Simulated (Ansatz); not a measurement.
# Band structure of Cu

```
Cu
1.0
     2.55663    0.00000    0.00000
    -1.27832    2.21411    0.00000
     0.00000    0.00000    4.22795
Cu
2
Direct
  0.33333 0.66667 0.25000
  0.66667 0.33333 0.75000
```

Atom numbers follow the list: Cu1, Cu2.

The structure comes from a relaxation in the same program, started in the hcp type, and has space group P6_3/mmc. Whether it is a known phase or the ground state wasn't checked.

The calculation used DFT, PBE, all-electron LAPW, Dirac equation with spin-orbit coupling (Ansatz 0.2.0).

The runs use a Γ-centred 17×17×9 k mesh, Fermi–Dirac smearing of 0.03 eV, basis error target 0.25 meV/atom, no spin polarisation.

Points in fractions of the reciprocal vectors of this cell: Γ (0, 0, 0), M (0.5, 0, 0), K (0.333, 0.333, 0), A (0, 0, 0.5), L (0.5, 0, 0.5), H (0.333, 0.333, 0.5). The path joins them by straight lines in the order Γ–M–K–Γ–A–L–H–A–L; legs that retrace an earlier one aren't tabulated. Energies are in eV from the Fermi level.

Metal or insulator at this level of theory?

No gap opens: metallic or semimetallic.

Tabulate bands 34 to 41, counted from the lowest band of the run, along the path.


| k (1/Å) | point | band 34 | band 35 | band 36 | band 37 | band 38 | band 39 | band 40 | band 41 |
| --- | --- | --- | --- | --- | --- | --- | --- | --- | --- |
| 0.00 | Γ | -2.34 | -1.78 | -1.78 | -1.65 | -1.65 | -1.16 | -1.16 | 3.48 |
| 0.28 |  | -2.47 | -2.33 | -2.33 | -1.69 | -1.69 | -0.02 | -0.02 | 3.56 |
| 0.57 |  | -2.45 | -2.33 | -2.33 | -1.64 | -1.64 | 1.67 | 1.67 | 3.87 |
| 0.85 |  | -2.08 | -1.97 | -1.97 | -1.60 | -1.60 | 3.67 | 3.67 | 4.50 |
| 1.14 |  | -1.69 | -1.57 | -1.57 | -1.25 | -1.25 | 3.74 | 3.74 | 5.92 |
| 1.42 | M | -1.60 | -1.48 | -1.48 | 0.00 | 0.00 | 1.53 | 1.53 | 7.57 |
| 1.58 |  | -1.61 | -1.52 | -1.52 | 0.16 | 0.16 | 1.62 | 1.62 | 7.71 |
| 1.75 |  | -1.66 | -1.59 | -1.59 | 0.61 | 0.61 | 1.86 | 1.86 | 8.11 |
| 1.91 |  | -1.72 | -1.64 | -1.64 | 1.28 | 1.28 | 2.23 | 2.23 | 7.38 |
| 2.07 |  | -1.76 | -1.71 | -1.71 | 2.13 | 2.13 | 2.73 | 2.73 | 5.23 |
| 2.24 | K | -1.77 | -1.75 | -1.75 | 3.02 | 3.02 | 3.38 | 3.38 | 3.39 |
| 2.57 |  | -1.73 | -1.61 | -1.61 | 0.20 | 0.20 | 5.24 | 5.24 | 5.70 |
| 2.89 |  | -1.80 | -1.68 | -1.68 | -1.36 | -1.36 | 4.76 | 4.76 | 5.15 |
| 3.22 |  | -2.32 | -2.14 | -2.14 | -1.66 | -1.66 | 2.26 | 2.26 | 4.06 |
| 3.55 |  | -2.51 | -2.34 | -2.34 | -1.68 | -1.68 | 0.22 | 0.22 | 3.59 |
| 3.88 | Γ | -2.34 | -1.78 | -1.78 | -1.65 | -1.65 | -1.16 | -1.16 | 3.48 |
| 4.03 |  | -2.31 | -1.79 | -1.79 | -1.65 | -1.65 | -1.56 | -1.56 | 4.12 |
| 4.17 |  | -2.31 | -2.23 | -2.23 | -1.78 | -1.78 | -1.68 | -1.68 | 5.61 |
| 4.32 |  | -2.19 | -2.12 | -2.12 | -1.82 | -1.82 | -1.72 | -1.72 | 7.52 |
| 4.47 |  | -2.07 | -2.00 | -2.00 | -1.88 | -1.88 | -1.79 | -1.79 | 9.65 |
| 4.62 | A | -1.96 | -1.96 | -1.96 | -1.89 | -1.89 | -1.89 | -1.89 | 11.95 |
| 4.90 |  | -1.95 | -1.95 | -1.95 | -1.83 | -1.83 | -1.83 | -1.83 | 12.21 |
| 5.19 |  | -1.96 | -1.96 | -1.96 | -1.63 | -1.63 | -1.63 | -1.63 | 12.86 |
| 5.47 |  | -1.86 | -1.86 | -1.86 | -1.31 | -1.31 | -1.31 | -1.31 | 10.21 |
| 5.75 |  | -1.65 | -1.65 | -1.65 | -0.54 | -0.54 | -0.54 | -0.54 | 6.63 |
| 6.04 | L | -1.54 | -1.54 | -1.54 | 0.45 | 0.45 | 0.45 | 0.45 | 4.75 |
| 6.20 |  | -1.64 | -1.57 | -1.57 | 0.72 | 0.72 | 0.74 | 0.74 | 4.79 |
| 6.37 |  | -1.65 | -1.63 | -1.63 | 1.40 | 1.40 | 1.42 | 1.42 | 4.93 |
| 6.53 |  | -1.66 | -1.64 | -1.64 | 2.30 | 2.30 | 2.31 | 2.31 | 5.16 |
| 6.69 |  | -1.68 | -1.65 | -1.65 | 3.30 | 3.30 | 3.30 | 3.30 | 5.44 |
| 6.86 | H | -1.70 | -1.66 | -1.66 | 4.01 | 4.01 | 4.03 | 4.03 | 5.45 |
| 7.19 |  | -1.62 | -1.60 | -1.60 | 1.54 | 1.54 | 1.56 | 1.56 | 7.59 |
| 7.51 |  | -1.63 | -1.63 | -1.63 | -0.71 | -0.71 | -0.69 | -0.69 | 10.82 |
| 7.84 |  | -1.91 | -1.91 | -1.91 | -1.55 | -1.55 | -1.53 | -1.53 | 13.14 |
| 8.17 |  | -1.96 | -1.95 | -1.95 | -1.81 | -1.81 | -1.80 | -1.80 | 12.29 |
| 8.50 | A | -1.96 | -1.96 | -1.96 | -1.89 | -1.89 | -1.89 | -1.89 | 11.95 |
